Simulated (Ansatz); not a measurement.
Runs of Ansatz 0.2.0 on BeS. The structure is cubic, space group F-43m (No. 216). Conventional cell: a = 4.850 Å, b = 4.850 Å, c = 4.850 Å, α = 90.00°, β = 90.00°, γ = 90.00°. S (site symmetry -43m) has 4 Be at 2.10 Å as nearest neighbours. Around Be (site symmetry -43m) lie 4 S at 2.10 Å. 

| task | level | potentials or basis | spin | cell | k mesh | cutoff (eV) | smearing | gap on the mesh (eV) | pressure (GPa) |
| --- | --- | --- | --- | --- | --- | --- | --- | --- | --- |
| electric field gradients | r2SCAN0 | JTH PAW | off | as given | 6 × 6 × 6 | 1080 | gaussian 0.02 eV | 5.03 | 0.3 |
| projected density of states | PBE+D4 | PseudoDojo standard (PBEsol files) | collinear, ferromagnetic start | atoms moved at random, drawn with an rms of 0.1 Å | 7 × 7 × 7 | 1197 | methfessel-paxton 0.05 eV | 2.89 | -0.9 |
| electric field gradients | r2SCAN+rVV10 | Ansatz PAW | off | as given | 9 × 9 × 9 | 500 | methfessel-paxton 0.1 eV | 3.61 | 0.5 |
| density of states | r2SCAN+D3(BJ) | JTH PAW | off | as given | 9 × 9 × 9 | 1080 | fermi-dirac 0.01 eV | (b) | (a) |

**Question.** Fill in the values left out.

**Answer.** (a) -0.4; (b) 3.66.

Caveats: odd divisions of the mesh miss points on the zone boundary, where band edges often lie, so the gap on the mesh can be too wide (some runs); the thresholds are loose for stress (some runs); the potentials were made for another functional, which shifts forces and pressure (some runs); the starting moments weren't kept (some runs); the PAW data sets come from PBE, with cores solved anew for the run's functional, which leaves a small shift of forces and pressure (some runs); the dispersion damping was fitted for another functional or another form of the correction (some runs).

A k mesh can miss the band edges.

The runs don't all hold the same shells in valence.
